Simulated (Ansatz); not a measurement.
A relaxed cell of Fe2Co3 is given with its symmetry left out. The cell was found from a structure generator's guess, not taken from experiment.

Theory: DFT PBE, scalar-relativistic, plane waves, PAW (Ansatz 0.2.0). Cutoff 420 eV, Γ-centred mesh, Gaussian smearing, collinear spin.

```
CELL_PARAMETERS angstrom
2.00669 1.15856 4.07546
-2.00669 1.15856 4.07546
0.00000 -2.31713 4.07546
ATOMIC_POSITIONS crystal
Fe 0.79961 0.79961 0.79961
Fe 0.20039 0.20039 0.20039
Co 0.60102 0.60102 0.60102
Co 0.00000 0.00000 0.00000
Co 0.39898 0.39898 0.39898
```

Energies over the elements count from the elements' standard structures at the same level, with no fitted energy shifts.

Question: What space group does it have?

Answer: R-3m (No. 166), with Fe and Co ordered on bcc sites. Conventional cell: a = 4.013 Å, c = 12.226 Å. Fe has 5 Co at 2.43–2.46 Å, 3 Fe at 2.46 Å and 6 Co at 2.83–2.84 Å; Co on a site of symmetry 3m is surrounded by 4 Fe at 2.43–2.46 Å, 4 Co at 2.45–2.47 Å, 3 Co at 2.82 Å and 3 Fe at 2.84 Å; around Co on a site of symmetry -3m lie 2 Fe at 2.45 Å, 6 Co at 2.45 Å and 6 Fe at 2.83 Å.

Question: What is its formation energy per atom?

Answer: +0.01 eV/atom. The formation energy is too near zero to say whether this cell lies below the elements.

Question: Is it a metal?

Answer: Yes, bands cross the Fermi level on the 12×12×12 mesh.

Question: Which magnetic moments does it keep?

Answer: 2.10 μB per atom net, the space between the atoms included; by site: Fe 2.6 (×2); Co 1.8 (×2), 1.9 μB.

The last run used collinear spin, a 12×12×12 mesh for its 5-atom cell and Gaussian smearing of 0.10 eV. The k mesh leaves some 4 meV/atom of noise in the energy of each metallic cell. The magnetic state reached may not be the lowest. A structure relaxed within its symmetry needn't be a true minimum.
